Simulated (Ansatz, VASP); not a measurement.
## Two plane-wave programs on Be

```
Be
1.0
     2.17912    0.00000    0.00000
    -1.08956    1.88717    0.00000
     0.00000    0.00000    3.44987
Be
2
Direct
  0.33333 0.66667 0.25000
  0.66667 0.33333 0.75000
```

Alike in both runs: functional LDA; k mesh 21 × 21 × 12; occupations gaussian, width 0.1 eV; no spin polarisation.

Ansatz relaxed the structure, and its values are those at the end. VASP's run is a single point on that final structure, the one shown.

|  | VASP | Ansatz |
| --- | --- | --- |
| version | VASP 6.6.1 | Ansatz 0.2.0 |
| potentials or method | VASP PAW LDA potentials, release 64 (Be) | scalar-relativistic, plane waves, PAW |
| plane-wave cutoff (eV) | 520 | 420 |
| valence electrons in the cell | 4 | 4 |

VASP gave:

- gap on the k mesh at the Fermi level (eV): none
- pressure (GPa): 9.5

Which values does Ansatz return?

gap on the k mesh at the Fermi level (eV): none; pressure (GPa): 9.0.

A gap of «none» marks a metal or a gap that the smearing closes.
